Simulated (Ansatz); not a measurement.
System: Se (fcc type), 1 atom in the cell.

```yaml
crystal:
  lattice:
    - [0.00000, 2.16870, 2.16870]
    - [2.16870, 0.00000, 2.16870]
    - [2.16870, 2.16870, 0.00000]
  atoms:
    - { symbol: Se, position: [0.00000, 0.00000, 0.00000] }
```
Lattice in Å, positions in fractions of it.

Code and potentials: Ansatz all-electron LAPW. Settings of the plain PBE run: k-mesh 4×4×4 Γ-centred; Fermi–Dirac smearing of 0.15 eV; no spin polarisation.

Plain PBE gives:

* Pressure: -0.57 GPa

**Question.** What changes under PBE with spin–orbit coupling?

**Answer.** The pressure goes up by 0.117 GPa to -0.457 GPa.

The k-mesh is coarse, so these values belong to this mesh and can lie far from the converged ones. This cubic structure is a model: it isn't the usual form of the substance at ambient conditions, and such phases are metastable or hypothetical.
